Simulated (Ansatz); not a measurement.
# Ge (Fd-3m) in Ansatz: further runs

Runs on Ge. Level: r2SCAN. Tasks: band structure, single point, equation of state.

All numbers are computed with Ansatz 0.2.0; they aren't measurements. Logs are shortened: lines on timing, memory, paths and dates and some standing lists are left out, and cuts for length are marked.

**Experimental background.**

From “Temperature-dependent photoluminescence in Ge: experiment and theory”, 2020, arxiv:2003.00143, for a bulk crystal of Ge at 0 K: band gap 0.744 eV (indirect).

“Sub-monolayer structures of Ag overlayers on Ge(111): experimental observations and first-principles study”, 2019, arxiv:1908.00180 quotes, for a bulk crystal of Ge: bulk modulus 75.8 GPa.

How close the calculation comes is told below.

**1. The crystal as given**

The structure is cubic, space group Fd-3m (No. 227). Conventional cell: a = 5.658 Å, b = 5.658 Å, c = 5.658 Å, α = 90.00°, β = 90.00°, γ = 90.00°. Around Ge (site symmetry -43m) lie 4 Ge at 2.45 Å.

**2. Band structure, r2SCAN**

input.yaml reads:

```yaml
crystal:
  lattice:
    - [0.0, 2.82891, 2.82891]
    - [2.82891, 0.0, 2.82891]
    - [2.82891, 2.82891, 0.0]
  atoms:
    - { symbol: Ge, position: [0.75, 0.75, 0.75] }
    - { symbol: Ge, position: [0.5, 0.5, 0.5] }
hamiltonian:
  xc: r2scan
  pseudopotentials: { kind: paw }
kpoints:
  mp_grid: { grid: [8, 8, 8] }
  band_path:
    path:
      - [[0.0, 0.0, 0.0], [0.5, 0.0, 0.5], [0.5, 0.25, 0.75], [0.375, 0.375, 0.75], [0.0, 0.0, 0.0], [0.5, 0.5, 0.5], [0.625, 0.25, 0.625], [0.5, 0.25, 0.75], [0.5, 0.5, 0.5], [0.375, 0.375, 0.75]]
      - [[0.625, 0.25, 0.625], [0.5, 0.0, 0.5]]
    npoints: 14
scf:
  occupations: { method: fermi_dirac, width: 0.05 }
  n_extra_bands: 6
output:
  forces: true
  stress: true
  eigenvalues: true
  fatbands: false
```

Potentials or basis: Ansatz PAW.

Run with:

```console
$ ansatz run input.yaml --threads 2 --pin off --max-ram 5632MiB --backend cpu --events-out ev --progress --plain --runs-dir out
```

The log of the run:

```text
Warning: RAYON_NUM_THREADS=2 ignored (pool sized by the plan → 2); use --threads N
scf.n_extra_bands = 6 over 14 filled bands (N_el = 28.0): the run solves 20 bands
Engine: ansatz 0.2.0, aarch64-unknown-linux-gnu
Pseudopotentials: kind: paw
Pseudopotential: Ge, paw, valence charge 14, recommended cutoff 500 eV (meta_gga), Ge.paw.azcp
Functional definition: r2SCAN
  parameter k0 = 0.174
  parameter k1 = 0.065
  parameter a1 = 4.9479
  exchange = r2scan_x(k0 = k0, k1 = k1, a1 = a1)
  correlation = r2scan_c
Crystal: 2 atoms, lattice volume = 45.278 Å³
Basis set: ecut = 500 eV, 1139 PW (Γ), exchange–correlation on 120×120×120 points (64 copies of the dense FFT grid, shifted against one another)
Bands: 20, of which v1, the nominal top of the filled ones, is band 14 counted from 1 (13 counted from 0)
Symmetry: 48 space group operations
Space group: Fd-3m (ITA 227), of the structure as read, at distance tolerance 3.6e-5 Å
k-points: 29 of 512
Non-local potential: Ge, projectors of the file, l = 0: 2, l = 1: 2, l = 2: 3, l = 3: 1
PAW form: soft (Blöchl's): semilocal exchange-correlation on the pseudo side does not see the compensation charge
PAW frozen core: Ge, regenerated for the run's functional (the file was generated under x = pbe(κ = 0.804, μ = 0.2195149727645171), c = pbe(β = 0.06672455060314922))
PAW one-centre angular grid: Ge, 590 points (default); XC on 160 Gauss nodes
Initial density: superposition of atomic densities (neutral atoms: chi_scale 0, normalization atom), corrected by the library's trained network
Initial wavefunctions: pseudopotential atomic-orbital guess
Functional: x = r2scan, c = r2scan; τ floored in thin density (d = 2e-4 eV/Å³)
SCF iter   1: F=—  HF=-8605.794715 eV  |F-HF|=—  |Δ(HF+E_count)|=         —  Δρ=6.52e-3  dr2=6.03e-3  dr2_τ=4.60e-3  ethr=1.77e-3  ⟨swp⟩=6.0  Hψ=2788  notcnv=0  defer=3
preconditioner: auto → none  [insulator: Δε(μ)=0.391 eV  Ē_g=26.286 eV  σ=0.050 eV  W_gap=0.96  n_scr=14 (ndim 8)  ℏωp=29.2 eV  f_vac=0.075  D(μ)=0.01/eV (n_scr^D=0)  ε∞_Penn≈2.2]
SCF iter   2: F=—  HF=-8605.804447 eV  |F-HF|=—  |Δ(HF+E_count)|=   9.73e-3  Δρ=1.41e-3  dr2=4.77e-4  dr2_τ=2.27e-5  ethr=2.15e-5  ⟨swp⟩=2.0  Hψ=1353  notcnv=0  defer=41
SCF iter   3: F=—  HF=-8605.804437 eV  |F-HF|=—  |Δ(HF+E_count)|=   9.98e-6  Δρ=1.01e-3  dr2=1.38e-4  dr2_τ=1.84e-6  ethr=1.70e-6  ⟨swp⟩=2.0  Hψ=877  notcnv=0  defer=41
SCF iter   4: F=—  HF=-8605.804491 eV  |F-HF|=—  |Δ(HF+E_count)|=   5.42e-5  Δρ=4.69e-5  dr2=6.99e-7  dr2_τ=1.89e-8  ethr=4.91e-7  ⟨swp⟩=2.4  Hψ=768  notcnv=0  defer=41
SCF iter   5: F=—  HF=-8605.804493 eV  |F-HF|=—  |Δ(HF+E_count)|=   2.15e-6  Δρ=6.82e-6  dr2=1.03e-8  dr2_τ=1.77e-10  ethr=2.50e-9  ⟨swp⟩=2.0  Hψ=945  notcnv=0  defer=41
SCF iter   6: F=-8605.804493 eV  HF=-8605.804493 eV  |F-HF|=7.64e-11  |Δ(HF+E_count)|=   1.09e-8  Δρ=4.77e-7  dr2=2.49e-11  dr2_τ=3.22e-12  ethr=3.69e-11  ⟨swp⟩=5.6  Hψ=2156  notcnv=0
SCF 1 converged in 6 iterations: F = -8605.804493 eV  dr2 = 2.49e-11
NSCF: frozen V_eff on 142 k-points
SCF converged after 6 iterations
Free energy (F): -8605.804493 eV
Harris-Foulkes:  -8605.804493 eV  (|F-HF|=7.64e-11)
Internal energy: -8605.804401 eV  (E = F + TS)
E sigma→0 (E₀):  -8605.804447 eV
Entropy (-TS):   -0.000092 eV (-0.046 meV/atom)
Fermi energy:    8.594268 eV
--- Per-component energies (eV) ---
  E_band       = -317.643672
  E_kinetic    = 222.237071
  E_local      = -4944.197095  (includes V_loc(G=0)·N_el)
  E_nonlocal   = 840.135115
  E_hartree    = 2172.006448
  E_xc         = -138.312374
  E_vxc        = -135.960628  (∫ρ·V_xc dr)
  E_paw        = -4068.367366  (= ΣΔE_a)
  E_vpaw       = -651.499132  (= ΣTr[D̂ρ^β])
  E_aug_tail   = 0.000039  (compensation charges beyond the density's cutoff)
  E_vtau       = 7.627771  (kinetic-family band-sum trace: ∫τ·v_τ [+ j·A + Jᵃ·Aᵃ] dr)
  E_ewald      = -2687.134708
  E_core_change = -2.171532  (= ΣΔE_core)
  E_smearing   = -0.000092  (= −TS)
  E_closure    = -0.000000  (closes the sum)
  Σ components = -8605.804493   (vs F -8605.804493, Δ=0.00e0)
--- Forces (eV/Å), atoms counted from 1 ---
  atom   1  Ge    -0.00000000     0.00000000     0.00000000
  atom   2  Ge    -0.00000000    -0.00000000     0.00000000
  max |Σ_I F_I| component: 1.85e-17 eV/Å
--- Stress (GPa, compression-positive) ---
        0.609202      -0.000000       0.000000
       -0.000000       0.609202      -0.000000
        0.000000      -0.000000       0.609202
  P = ⅓ Tr σ = 0.6092 GPa (6.092 kbar)
--- Band table (eV; the first three rows and the last of 29) ---
  k-point 0: bands = ["-17.0367", "-17.0367", "-17.0367", "-16.9972", "-16.9972", "-16.7770", "-16.7770", "-16.7770", "-16.7580", "-16.7580", "-4.9196", "8.3797", "8.3797", "8.3797", "8.8236", "11.1056", "11.1056", "11.1056", "15.4577", "18.2868"]
  k-point 1: bands = ["-17.0452", "-17.0452", "-17.0341", "-16.9852", "-16.9852", "-16.7878", "-16.7878", "-16.7801", "-16.7492", "-16.7492", "-4.7198", "6.0476", "8.0280", "8.0280", "9.7127", "11.5774", "11.5774", "12.1753", "16.3742", "17.4232"]
  k-point 2: bands = ["-17.0558", "-17.0558", "-17.0277", "-16.9670", "-16.9670", "-16.8012", "-16.8012", "-16.7877", "-16.7394", "-16.7394", "-4.1399", "3.5514", "7.4507", "7.4507", "9.3378", "12.2495", "12.2495", "14.4897", "17.0259", "17.1816"]
  k-point 28: bands = ["-17.0867", "-17.0867", "-16.9374", "-16.9374", "-16.8836", "-16.8836", "-16.8497", "-16.8497", "-16.7052", "-16.7052", "-0.7279", "-0.7279", "4.3262", "4.3262", "13.0817", "13.0817", "13.4439", "13.4439", "20.0606", "20.0606"]
```

It took 3.9 s on 2 threads of Arm Neoverse V1, shared host; peak memory 0.42 GiB.

Results:

```
Free energy             : -8605.8045 eV
Pressure                : 0.6 GPa
Band gap on the k mesh  : 0.44 eV, direct
Band gap along the path : 0.44 eV, direct
```

Levels at the corners of the path, in eV from the valence-band top:
```csv
point,band 11,band 12,band 13,band 14,band 15,band 16,band 17,band 18
Γ,-13.30,0.00,0.00,0.00,0.44,2.73,2.73,2.73
X,-9.21,-9.21,-3.22,-3.22,0.98,0.98,10.13,10.13
W,-9.11,-9.11,-4.05,-4.05,4.70,4.70,5.06,5.06
K,-9.71,-8.59,-4.50,-2.76,1.41,4.43,7.74,7.84
Γ,-13.30,0.00,0.00,0.00,0.44,2.73,2.73,2.73
L,-11.10,-7.86,-1.48,-1.48,0.46,4.00,4.00,7.68
U,-9.71,-8.59,-4.50,-2.76,1.41,4.43,7.74,7.84
W,-9.11,-9.11,-4.05,-4.05,4.70,4.70,5.06,5.06
L,-11.10,-7.86,-1.48,-1.48,0.46,4.00,4.00,7.68
K,-9.71,-8.59,-4.50,-2.76,1.41,4.43,7.74,7.84
U,-9.71,-8.59,-4.50,-2.76,1.41,4.43,7.74,7.84
X,-9.21,-9.21,-3.22,-3.22,0.98,0.98,10.13,10.13
```

Caveat: the PAW data sets come from PBE, with cores solved anew for the run's functional, which leaves a small shift of forces and pressure.

**3. Single point, r2SCAN, 21.28 Å³/atom (volume scaled by 0.94)**

input.yaml reads:

```yaml
crystal:
  lattice:
    - [0.0, 2.7711609388, 2.7711609388]
    - [2.7711609388, 0.0, 2.7711609388]
    - [2.7711609388, 2.7711609388, 0.0]
  atoms:
    - { symbol: Ge, position: [0.75, 0.75, 0.75] }
    - { symbol: Ge, position: [0.5, 0.5, 0.5] }
hamiltonian:
  xc: r2scan
  pseudopotentials: { kind: paw }
kpoints:
  mp_grid: { grid: [8, 8, 8] }
scf:
  occupations: { method: fermi_dirac, width: 0.05 }
output:
  forces: true
  stress: true
  eigenvalues: true
```

Potentials or basis: Ansatz PAW.

Run with:

```console
$ ansatz run input.yaml --threads 2 --pin off --max-ram 5632MiB --backend cpu --events-out ev --progress --plain --runs-dir out
```

It took 1.8 s on 2 threads of Arm Neoverse V1, shared host; peak memory 0.42 GiB.

Results (log left out):

```yaml
Free_energy: -8605.7515 eV
Pressure: 5.9 GPa
Band_gap_on_the_k_mesh: 0.68 eV, indirect (least direct gap 1.06 eV)
```

Caveat: the PAW data sets come from PBE, with cores solved anew for the run's functional, which leaves a small shift of forces and pressure.

**4. Single point, r2SCAN, 21.73 Å³/atom (volume scaled by 0.96)**

input.yaml, as its differences from that of step 3:

```diff
@@ -2,5 +2,5 @@
   lattice:
-    - [0.0, 2.7711609388, 2.7711609388]
-    - [2.7711609388, 0.0, 2.7711609388]
-    - [2.7711609388, 2.7711609388, 0.0]
+    - [0.0, 2.7906767997, 2.7906767997]
+    - [2.7906767997, 0.0, 2.7906767997]
+    - [2.7906767997, 2.7906767997, 0.0]
   atoms:
@@ -19 +19,5 @@
   eigenvalues: true
+  write_density: true
+  write_potential: true
+  elf: true
+  volumetric_format: npy
```

Run with:

```console
$ ansatz run input.yaml --threads 2 --pin off --max-ram 5632MiB --backend cpu --events-out ev --progress --plain --runs-dir out
```

Wall time 2.2 s (2 threads of Arm Neoverse V1, shared host); peak memory 0.42 GiB.

The run converged. Its results:

- Free energy: -8605.7794 eV
- Pressure: 4.0 GPa
- Band gap on the k mesh: 0.61 eV, indirect (least direct gap 0.85 eV)

Caveat: the PAW data sets come from PBE, with cores solved anew for the run's functional, which leaves a small shift of forces and pressure.

**5. Single point, r2SCAN, 22.19 Å³/atom (volume scaled by 0.98)**

input.yaml reads:

```yaml
crystal:
  lattice:
    - [0.0, 2.8099234548, 2.8099234548]
    - [2.8099234548, 0.0, 2.8099234548]
    - [2.8099234548, 2.8099234548, 0.0]
  atoms:
    - { symbol: Ge, position: [0.75, 0.75, 0.75] }
    - { symbol: Ge, position: [0.5, 0.5, 0.5] }
hamiltonian:
  xc: r2scan
  pseudopotentials: { kind: paw }
kpoints:
  mp_grid: { grid: [8, 8, 8] }
scf:
  occupations: { method: fermi_dirac, width: 0.05 }
output:
  forces: true
  stress: true
  eigenvalues: true
```

Run with:

```console
$ ansatz run input.yaml --threads 2 --pin off --max-ram 5632MiB --backend cpu --events-out ev --progress --plain --runs-dir out
```

Wall time 1.8 s (2 threads of Arm Neoverse V1, shared host); peak memory 0.42 GiB.

The run converged. Its results:

| Quantity | Value |
| --- | --- |
| Free energy | -8605.7967 eV |
| Pressure | 2.2 GPa |
| Band gap on the k mesh | 0.53 eV, indirect (least direct gap 0.64 eV) |

Caveat: the PAW data sets come from PBE, with cores solved anew for the run's functional, which leaves a small shift of forces and pressure.

**6. Single point, r2SCAN, 22.64 Å³/atom**

input.yaml, as its differences from that of step 5:

```diff
@@ -2,5 +2,5 @@
   lattice:
-    - [0.0, 2.8099234548, 2.8099234548]
-    - [2.8099234548, 0.0, 2.8099234548]
-    - [2.8099234548, 2.8099234548, 0.0]
+    - [0.0, 2.82891, 2.82891]
+    - [2.82891, 0.0, 2.82891]
+    - [2.82891, 2.82891, 0.0]
   atoms:
@@ -19 +19,5 @@
   eigenvalues: true
+  write_density: true
+  write_potential: true
+  elf: true
+  volumetric_format: npy
```

Potentials or basis: Ansatz PAW.

Run with:

```console
$ ansatz run input.yaml --threads 2 --pin off --max-ram 5632MiB --backend cpu --events-out ev --progress --plain --runs-dir out
```

Wall time 2.2 s (2 threads of Arm Neoverse V1, shared host); peak memory 0.42 GiB.

Results (log left out):

- Free energy: -8605.8045 eV
- Pressure: 0.6 GPa
- Band gap on the k mesh: 0.44 eV, direct

Caveat: the PAW data sets come from PBE, with cores solved anew for the run's functional, which leaves a small shift of forces and pressure.

**7. Single point, r2SCAN, 23.09 Å³/atom (volume scaled by 1.02)**

input.yaml reads:

```yaml
crystal:
  lattice:
    - [0.0, 2.8476450493, 2.8476450493]
    - [2.8476450493, 0.0, 2.8476450493]
    - [2.8476450493, 2.8476450493, 0.0]
  atoms:
    - { symbol: Ge, position: [0.75, 0.75, 0.75] }
    - { symbol: Ge, position: [0.5, 0.5, 0.5] }
hamiltonian:
  xc: r2scan
  pseudopotentials: { kind: paw }
kpoints:
  mp_grid: { grid: [8, 8, 8] }
scf:
  occupations: { method: fermi_dirac, width: 0.05 }
output:
  forces: true
  stress: true
  eigenvalues: true
```

Run with:

```console
$ ansatz run input.yaml --threads 2 --pin off --max-ram 5632MiB --backend cpu --events-out ev --progress --plain --runs-dir out
```

Run time: 1.8 s. Hardware: 2 threads of Arm Neoverse V1, shared host; peak memory 0.42 GiB.

It converged, with:

```
Free energy            : -8605.8039 eV
Pressure               : -0.8 GPa
Band gap on the k mesh : 0.25 eV, direct
```

Caveat: the PAW data sets come from PBE, with cores solved anew for the run's functional, which leaves a small shift of forces and pressure.

**8. Single point, r2SCAN, 23.54 Å³/atom (volume scaled by 1.04)**

input.yaml, as its differences from that of step 7:

```diff
@@ -2,5 +2,5 @@
   lattice:
-    - [0.0, 2.8476450493, 2.8476450493]
-    - [2.8476450493, 0.0, 2.8476450493]
-    - [2.8476450493, 2.8476450493, 0.0]
+    - [0.0, 2.8661367691, 2.8661367691]
+    - [2.8661367691, 0.0, 2.8661367691]
+    - [2.8661367691, 2.8661367691, 0.0]
   atoms:
@@ -19 +19,5 @@
   eigenvalues: true
+  write_density: true
+  write_potential: true
+  elf: true
+  volumetric_format: npy
```

Run with:

```console
$ ansatz run input.yaml --threads 2 --pin off --max-ram 5632MiB --backend cpu --events-out ev --progress --plain --runs-dir out
```

Run time: 2.5 s. Hardware: 2 threads of Arm Neoverse V1, shared host; peak memory 0.43 GiB.

The run converged. Its results:

```
Free energy            : -8605.7960 eV
Pressure               : -2.0 GPa
Band gap on the k mesh : none (metal or under the smearing width)
```

Caveat: the PAW data sets come from PBE, with cores solved anew for the run's functional, which leaves a small shift of forces and pressure.

**9. Single point, r2SCAN, 24.00 Å³/atom (volume scaled by 1.06)**

input.yaml, as its differences from that of step 8:

```diff
@@ -2,5 +2,5 @@
   lattice:
-    - [0.0, 2.8661367691, 2.8661367691]
-    - [2.8661367691, 0.0, 2.8661367691]
-    - [2.8661367691, 2.8661367691, 0.0]
+    - [0.0, 2.8843929095, 2.8843929095]
+    - [2.8843929095, 0.0, 2.8843929095]
+    - [2.8843929095, 2.8843929095, 0.0]
   atoms:
```

Potentials or basis: Ansatz PAW.

Run with:

```console
$ ansatz run input.yaml --threads 2 --pin off --max-ram 5632MiB --backend cpu --events-out ev --progress --plain --runs-dir out
```

Run time: 2.5 s. Hardware: 2 threads of Arm Neoverse V1, shared host; peak memory 0.43 GiB.

The run converged. Its results:

| Item | Value |
| --- | --- |
| Free energy | -8605.7816 eV |
| Pressure | -3.1 GPa |
| Band gap on the k mesh | none (metal or under the smearing width) |

Caveat: the PAW data sets come from PBE, with cores solved anew for the run's functional, which leaves a small shift of forces and pressure.

**10. Equation of state, r2SCAN**

Potentials or basis: Ansatz PAW.

No new run: the results of the series are fitted here.

Results:

```
Equilibrium volume                      : 22.83 Å³/atom
Bulk modulus                            : 70 GPa
Pressure derivative of the bulk modulus : 5.3 (rough: it moves with the points fitted)
```

Energy against volume, from the lowest point:
```tsv
volume (Å³/atom)	energy (meV/atom)
21.281	26.48
21.733	12.54
22.186	3.92
22.639	0.00
23.092	0.29
23.545	4.27
23.997	11.42
```

Caveat: the PAW data sets were made with another functional, which shifts forces and pressure a little.

**11. How close it comes**

Step 2. Against the measured gap of Ge, 0.744 eV (indirect; 0 K; “Temperature-dependent photoluminescence in Ge: experiment and theory”, 2020, arxiv:2003.00143), the calculated 0.44 eV is off by -0.30 eV. 3 values of this kind are on record (0.666 to 0.807 eV); this one was drawn at random among those near their median. Spin-orbit coupling on Ge is left out. The value is that of r2SCAN, without temperature or zero-point motion.

Step 10. Measured bulk modulus of Ge: 75.8 GPa (quoted in “Sub-monolayer structures of Ag overlayers on Ge(111): experimental observations and first-principles study”, 2019, arxiv:1908.00180). This calculation gives 70 GPa (-7.1 %). The fit is for a static lattice scaled at fixed shape and fixed fractional positions. The cell as given is a measured one (22.64 Å³/atom); r2SCAN puts the equilibrium volume +0.9 % from it, thermal expansion not counted.
